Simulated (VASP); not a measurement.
# CdSe (F-43m) in VASP: further runs

Aim: see how the results for CdSe move with the level of theory and the settings. Levels: PBE, HSE06, r2SCAN. Tasks: single point.

Everything below comes from runs of VASP 6.6.1. Logs are shortened: lines on timing, memory, paths and dates and some standing lists are left out, and cuts for length are marked.

### Step 1. The crystal as given

It takes space group F-43m (No. 216, cubic). The conventional cell has a = 6.136 Å, b = 6.136 Å, c = 6.136 Å, α = 90.00°, β = 90.00°, γ = 90.00°. Around Cd (site symmetry -43m) lie 4 Se at 2.66 Å. Se (site symmetry -43m) is surrounded by 4 Cd at 2.66 Å.

The cell was built by a generator and needn't be a form met in nature.

### Step 2. Single point, PBE

INCAR

```
PREC = Accurate
ENCUT = 520
EDIFF = 1E-7
ISMEAR = 0
SIGMA = 0.01
LREAL = False
LASPH = True
NELM = 100
ALGO = Normal
ISIF = 2
LWAVE = False
LCHARG = False
GGA = PE
NBANDS = 16
```

KPOINTS

```
regular mesh
0
Gamma
  6 6 6
```

POSCAR

```
CdSe
1.0
    0.0000000000      3.0677809647      3.0677809647
    3.0677809647      0.0000000000      3.0677809647
    3.0677809647      3.0677809647      0.0000000000
Cd Se
1 1
Direct
    0.0000000000      0.0000000000      0.0000000000
    0.2500000000      0.2500000000      0.2500000000
```

Potentials or basis: VASP PAW PBE potentials, release 64 (Cd, Se).

Launch:

```
> cat potpaw_PBE.64/Cd/POTCAR potpaw_PBE.64/Se/POTCAR > POTCAR
> mpirun -np 1 vasp_std > vasp.out
```

OUTCAR:

```text
PREC = Accurate
   ENCUT = 520
   EDIFF = 1E-7
   ISMEAR = 0
   LREAL = False
   LASPH = True
   NELM = 100
   ISIF = 2
   GGA = PE

 ion  position               nearest neighbor table
   1  0.000  0.000  0.000-   2 2.66   2 2.66   2 2.66   2 2.66
   2  0.250  0.250  0.250-   1 2.66   1 2.66   1 2.66   1 2.66

  LATTYP: Found a face centered cubic cell.
 ALAT       =     6.1355619294

  Lattice vectors:

 A1 = (   0.0000000000,   3.0677809647,   3.0677809647)
 A2 = (   3.0677809647,   0.0000000000,   3.0677809647)
 A3 = (   3.0677809647,   3.0677809647,   0.0000000000)

Analysis of symmetry for initial positions (statically):
=====================================================================
 Subroutine PRICEL returns:
 Original cell was already a primitive cell.

 Routine SETGRP: Setting up the symmetry group for a
 face centered cubic supercell.

 Subroutine GETGRP returns: Found 24 space group operations
 (whereof 24 operations were pure point group operations)
 out of a pool of 48 trial point group operations.

The static configuration has the point symmetry T_d .

Analysis of symmetry for dynamics (positions and initial velocities):
=====================================================================
 Subroutine PRICEL returns:
 Original cell was already a primitive cell.

 Routine SETGRP: Setting up the symmetry group for a
 face centered cubic supercell.

 Subroutine GETGRP returns: Found 24 space group operations
 (whereof 24 operations were pure point group operations)
 out of a pool of 48 trial point group operations.

The dynamic configuration has the point symmetry T_d .

 Subroutine INISYM returns: Found 24 space group operations
 (whereof 24 operations are pure point group operations),
 and found     1 'primitive' translations

----------------------------------------------------------------------------------------

                                     Primitive cell

  volume of cell :      57.7435

  direct lattice vectors                    reciprocal lattice vectors
     0.000000000  3.067780965  3.067780965    -0.162984257  0.162984257  0.162984257
     3.067780965  0.000000000  3.067780965     0.162984257 -0.162984257  0.162984257
     3.067780965  3.067780965  0.000000000     0.162984257  0.162984257 -0.162984257

  length of vectors
     4.338497447  4.338497447  4.338497447     0.282297013  0.282297013  0.282297013

[... 69 lines left out ...]
   ENCUT  =  520.0 eV  38.22 Ry    6.18 a.u.   8.07  8.07  8.07*2*pi/ulx,y,z
   NELM   =    100;   NELMIN=  2; NELMDL= -5     # of ELM steps
   EDIFF  = 0.1E-06   stopping-criterion for ELM
   LREAL  =      F    real-space projection
   EDIFFG = 0.1E-05   stopping-criterion for IOM
   NSW    =      0    number of steps for IOM
   IBRION =     -1    ionic relax: 0-MD 1-quasi-New 2-CG
   NFREE  =      0    steps in history (QN), initial steepest desc. (CG)
   ISIF   =      2    stress and relaxation
   ISYM   =      2    0-nonsym 1-usesym 2-fastsym
   POTIM  = 0.5000    time-step for ionic-motion
   TEBEG  =    0.0;   TEEND  =   0.0 temperature during run
   PSTRESS=    0.0 pullay stress
   NELECT =      18.0000    total number of electrons
   NUPDOWN=      -1.0000    fix difference up-down
   EMIN   =  10.00;   EMAX   =-10.00  energy-range for DOS
   EFERMI =   0.00;   METHOD = LEGACY
   ISMEAR =     0;   SIGMA  =   0.01  broadening in eV -4-tet -1-fermi 0-gaus
   EFERMI_NEDOS =   21; number of points for ismear=-14 and -15
   IALGO  =     38    algorithm
   IMIX   =      4    mixing-type and parameters
     AMIX     =   0.40;   BMIX     =  1.00
     AMIX_MAG =   1.60;   BMIX_MAG =  1.00
  volume/ion in A,a.u.               =      28.87       194.84
  Fermi-wavevector in a.u.,A,eV,Ry     =   1.110021  2.097636 16.764382  1.232147
  Thomas-Fermi vector in A             =   2.246568
   LORBIT       =      0    0 simple, 1 ext, 2 COOP (PROOUT), +10 PAW based schemes
   GGA     = PE    functional components
   LHFCALC =     F    Hartree Fock is set to
   AEXX    =    0.0000 exact exchange contribution
   IVDW    =     0    specifies the selected vdW correction
   LEPSILON=     F    determine dielectric tensor
   LRPA    =     F    only Hartree local field effects (RPA)
 non-spin polarized calculation
 Gauss-broadening in eV      SIGMA  =   0.01
  energy-cutoff  :      520.00
  volume of cell :       57.74
 maximum number of plane-waves:      1588
   NGX = 17   NGY = 17   NGZ = 17

 number of electron      18.0000008 magnetization

 Free energy of the ion-electron system (eV)
  ---------------------------------------------------
  ext. energy  EPLUGINS =         0.00000000
  ---------------------------------------------------
  free energy    TOTEN  =        -5.48510172 eV

  energy without entropy =       -5.48510172  energy(sigma->0) =       -5.48510172

 E-fermi :   0.7919     XC(G=0):  -8.7655

 val. band max:        0.7410135737   @ k =   0.0000   0.0000   0.0000
 cond. band min:       1.2940520438   @ k =   0.0000   0.0000   0.0000
 fundamental gap:      0.5530384701
 Fermi energy:         0.7919000158

 k-point     1 :       0.0000    0.0000    0.0000
  band No.  band energies     occupation
      1     -11.7084      2.00000
      2      -7.1121      2.00000
      3      -7.1121      2.00000
      4      -7.1121      2.00000
      5      -6.7654      2.00000
      6      -6.7654      2.00000
[... 281 lines left out ...]
      3      -6.9204      2.00000
      4      -6.8232      2.00000
      5      -6.7394      2.00000
      6      -6.3404      2.00000
[... 8 lines left out ...]
     15      13.4761      0.00000
     16      13.5869      0.00000

------------------------ aborting loop because EDIFF is reached ----------------------------------------

  FORCE on cell =-STRESS in cart. coord.  units (eV):
  Direction    XX          YY          ZZ          XY          YZ          ZX
  --------------------------------------------------------------------------------------
  -------------------------------------------------------------------------------------
  Total        0.6137219      0.6137219      0.6137219      0.0000000      0.0000000      0.0000000
  in kB       17.0286084     17.0286084     17.0286084      0.0000000      0.0000000      0.0000000
  external PRESSURE =      17.0286084 kB  Pullay stress =       0.0000000 kB

 VOLUME and BASIS-vectors are now :
 -----------------------------------------------------------------------------
  energy-cutoff  :      520.00
  volume of cell :       57.74
      direct lattice vectors                 reciprocal lattice vectors
     0.000000000  3.067780965  3.067780965    -0.162984257  0.162984257  0.162984257
     3.067780965  0.000000000  3.067780965     0.162984257 -0.162984257  0.162984257
     3.067780965  3.067780965  0.000000000     0.162984257  0.162984257 -0.162984257

 POSITION                                       TOTAL-FORCE (eV/Angst)
 -----------------------------------------------------------------------------------
      0.00000      0.00000      0.00000        -0.000000     -0.000000     -0.000000
      1.53389      1.53389      1.53389         0.000000      0.000000      0.000000
 -----------------------------------------------------------------------------------
    total drift:                               -0.000000     -0.000000     -0.000000

  FREE ENERGIE OF THE ION-ELECTRON SYSTEM (eV)
  ---------------------------------------------------
  free  energy   TOTEN  =        -5.4851017238 eV

  energy  without entropy=       -5.4851017238  energy(sigma->0) =       -5.48510172
```

OSZICAR:

```text
N       E                     dE             d eps       ncg     rms          rms(c)
DAV:   1     0.107879542091E+03    0.10788E+03   -0.87534E+03   512   0.100E+03
DAV:   2    -0.161643571861E+01   -0.10950E+03   -0.10329E+03   600   0.247E+02
DAV:   3    -0.584681147897E+01   -0.42304E+01   -0.42223E+01   640   0.505E+01
DAV:   4    -0.586579267077E+01   -0.18981E-01   -0.18980E-01   608   0.337E+00
DAV:   5    -0.586591150560E+01   -0.11883E-03   -0.11883E-03   640   0.233E-01    0.589E+00
DAV:   6    -0.550552103820E+01    0.36039E+00   -0.54475E-01   704   0.869E+00    0.471E+00
DAV:   7    -0.548382312321E+01    0.21698E-01   -0.14211E-01   584   0.250E+00    0.204E+00
DAV:   8    -0.548477714707E+01   -0.95402E-03   -0.13175E-02   568   0.138E+00    0.249E-01
DAV:   9    -0.548498350195E+01   -0.20635E-03   -0.14141E-03   576   0.476E-01    0.468E-02
DAV:  10    -0.548505042450E+01   -0.66923E-04   -0.15475E-04   664   0.154E-01    0.434E-02
DAV:  11    -0.548510136397E+01   -0.50939E-04   -0.84211E-05   568   0.577E-02    0.163E-02
DAV:  12    -0.548510111493E+01    0.24904E-06   -0.18567E-06   616   0.162E-02    0.639E-03
DAV:  13    -0.548510174706E+01   -0.63213E-06   -0.17893E-06   616   0.688E-03    0.298E-03
DAV:  14    -0.548510172382E+01    0.23234E-07   -0.60305E-08   488   0.196E-03
   1 F= -.54851017E+01 E0= -.54851017E+01  d E =-.444957E-15
```

stdout:

```text
POSCAR found type information on POSCAR CdSe
 POSCAR found :  2 types and       2 ions
 scaLAPACK will be used
 LDA part: xc-table for (Slater+PW92), standard interpolation
 POSCAR, INCAR and KPOINTS ok, starting setup
 FFT: planning ... GRIDC
 FFT: planning ... GRID_SOFT
 FFT: planning ... GRID
 WAVECAR not read
 entering main loop
```

It took 8.5 s on 1 thread of AMD EPYC 9R45 (Zen 5), shared host; peak memory 0.15 GiB.

What came out:

- Free energy: -5.4851 eV
- Pressure: 1.7 GPa
- Band gap on the k mesh: 0.55 eV, direct

Levels at points of the mesh, in eV from the valence-band top:
```tsv
k point	band 5	band 6	band 7	band 8	band 9	band 10	band 11	band 12	band 13	band 14
(0.00, 0.00, 0.00)	-7.51	-7.51	0.00	0.00	0.00	0.55	5.93	5.93	5.93	9.68
(0.50, 0.00, 0.00)	-7.48	-7.23	-4.24	-0.71	-0.71	2.36	6.43	6.43	7.35	9.97
(0.50, 0.50, 0.00)	-7.45	-7.17	-3.96	-1.77	-1.77	3.18	3.73	8.99	10.06	10.06
```

A hybrid or GW would open this gap; PBE tends to underestimate it.

### Step 3. Single point, HSE06

POSCAR is that of step 2.

INCAR.step1

```
PREC     = Accurate       # precision mode
ENCUT    = 520            # plane-wave cutoff, eV
EDIFF    = 1E-5           # SCF threshold, eV
ISMEAR   = 0              # smearing method
SIGMA    = 0.01           # smearing width, eV
LREAL    = F              # projectors in reciprocal space
LASPH    = T              # aspherical terms in the spheres
NELM     = 100            # most SCF steps
ALGO     = Normal         # electronic algorithm
ISIF     = 2              # what is computed and relaxed
LWAVE    = T              # write WAVECAR
LCHARG   = F              # write CHGCAR
NBANDS   = 16             # bands
GGA      = PE             # functional
```

INCAR.step2

```
PREC     = Accurate       # precision mode
ENCUT    = 520            # plane-wave cutoff, eV
EDIFF    = 1E-7           # SCF threshold, eV
ISMEAR   = 0              # smearing method
SIGMA    = 0.01           # smearing width, eV
LREAL    = F              # projectors in reciprocal space
LASPH    = T              # aspherical terms in the spheres
NELM     = 100            # most SCF steps
ALGO     = Normal         # electronic algorithm
ISIF     = 2              # what is computed and relaxed
LWAVE    = F              # write WAVECAR
LCHARG   = F              # write CHGCAR
GGA      = PE             # functional
LHFCALC  = T              # exact exchange
HFSCREEN = 0.2079         # screening, 1/A
PRECFOCK = Normal       
NBANDS   = 16             # bands
ISTART   = 1
```

KPOINTS is that of step 2.

Potentials or basis: VASP PAW PBE potentials, release 64 (Cd, Se).

Launch:

```
> cat potpaw_PBE.64/Cd/POTCAR potpaw_PBE.64/Se/POTCAR > POTCAR
> cp INCAR.step1 INCAR
> mpirun -np 1 vasp_std > vasp.out
> cp INCAR.step2 INCAR
> mpirun -np 1 vasp_std > vasp.out
```

It took 57 min on 1 thread of AMD EPYC 9R45 (Zen 5), shared host; peak memory 0.28 GiB.

Results (log left out):

| Item | Value |
| --- | --- |
| Free energy | -6.8468 eV |
| Pressure | 0.4 GPa |
| Band gap on the k mesh | 1.49 eV, direct |

Levels at points of the mesh, in eV from the valence-band top:
| k point | band 5 | band 6 | band 7 | band 8 | band 9 | band 10 | band 11 | band 12 | band 13 | band 14 |
| --- | --- | --- | --- | --- | --- | --- | --- | --- | --- | --- |
| (0.00, 0.00, 0.00) | -8.71 | -8.71 | 0.00 | 0.00 | 0.00 | 1.49 | 6.98 | 6.98 | 6.98 | 10.89 |
| (0.50, 0.00, 0.00) | -8.69 | -8.40 | -4.51 | -0.76 | -0.76 | 3.34 | 7.46 | 7.46 | 8.42 | 11.11 |
| (0.50, 0.50, 0.00) | -8.66 | -8.31 | -4.22 | -1.89 | -1.89 | 4.00 | 4.72 | 10.20 | 11.43 | 11.43 |

Caveat: the PAW data sets were made with another functional, which shifts forces and pressure a little.

### Step 4. Single point, r2SCAN

POSCAR is that of step 3.

INCAR.step1

```
PREC     = Accurate       # precision mode
ENCUT    = 520            # plane-wave cutoff, eV
ISMEAR   = 0              # smearing method
SIGMA    = 0.01           # smearing width, eV
LREAL    = False          # projectors in reciprocal space
LASPH    = True           # aspherical terms in the spheres
NELM     = 100            # most SCF steps
NBANDS   = 16             # bands
GGA      = PE             # functional
ALGO     = Normal         # electronic algorithm
EDIFF    = 1E-4           # SCF threshold, eV
LWAVE    = True           # write WAVECAR
LCHARG   = False          # write CHGCAR
```

INCAR.step2

```
PREC     = Accurate       # precision mode
ENCUT    = 520            # plane-wave cutoff, eV
EDIFF    = 1E-7           # SCF threshold, eV
ISMEAR   = 0              # smearing method
SIGMA    = 0.01           # smearing width, eV
LREAL    = False          # projectors in reciprocal space
LASPH    = True           # aspherical terms in the spheres
NELM     = 100            # most SCF steps
ALGO     = Normal         # electronic algorithm
ISIF     = 2              # what is computed and relaxed
LWAVE    = False          # write WAVECAR
LCHARG   = False          # write CHGCAR
METAGGA  = R2SCAN         # meta-GGA
LMIXTAU  = True         
NBANDS   = 16             # bands
ISTART   = 1
```

KPOINTS

```
Automatic mesh
0
Gamma
  6 6 6
```

Launch:

```
> cat potpaw_PBE.64/Cd/POTCAR potpaw_PBE.64/Se/POTCAR > POTCAR
> cp INCAR.step1 INCAR
> mpirun -np 1 vasp_std > vasp.out
> cp INCAR.step2 INCAR
> mpirun -np 1 vasp_std > vasp.out
```

Run time: 41 s. Hardware: 1 thread of AMD EPYC 9R45 (Zen 5), shared host; peak memory 0.16 GiB.

It converged, with:

```yaml
Free_energy: -35.9130 eV
Pressure: 0.2 GPa
Band_gap_on_the_k_mesh: 1.03 eV, direct
```

Levels at points of the mesh, in eV from the valence-band top:
```tsv
k point	band 6	band 7	band 8	band 9	band 10	band 11	band 12	band 13
(0.00, 0.00, 0.00)	-7.71	0.00	0.00	0.00	1.03	6.47	6.47	6.47
(0.50, 0.00, 0.00)	-7.43	-4.27	-0.72	-0.72	2.82	6.92	6.92	7.74
(0.50, 0.50, 0.00)	-7.36	-3.97	-1.80	-1.80	3.50	4.13	9.56	10.80
```

Caveat: the PAW data sets were made with another functional, which shifts forces and pressure a little. r2SCAN opens gaps a little over a GGA but as a rule still falls short of measured ones.

### Step 5. The runs side by side

| level | exchange at q = 0 | grid for exact exchange (PRECFOCK) | screening parameter | gap on the mesh (eV) | pressure (GPa) |
| --- | --- | --- | --- | --- | --- |
| PBE | - | - | - | 0.55 | 1.7 |
| HSE06 | truncated | Normal | 0.2079 1/A | 1.49 | 0.4 |
| r2SCAN | - | - | - | 1.03 | 0.2 |

Alike in all rows: task single point; potentials or basis VASP PAW PBE potentials, release 64 (Cd, Se); no spin polarisation; cell as given; k mesh 6 × 6 × 6; cutoff (eV) 520; smearing gaussian 0.01 eV.

On the cell as given the gap runs from 0.55 eV (PBE) to 1.49 eV (HSE06). The pressure there spans 0.2 GPa (r2SCAN) to 1.7 GPa (PBE); a positive pressure means that this level wants a larger cell, a negative one a smaller.

Caveats: the PAW data sets were made with another functional, which shifts forces and pressure a little (some runs).

Total energies depend on the potentials used, so only differences within one code and one set of settings carry meaning.
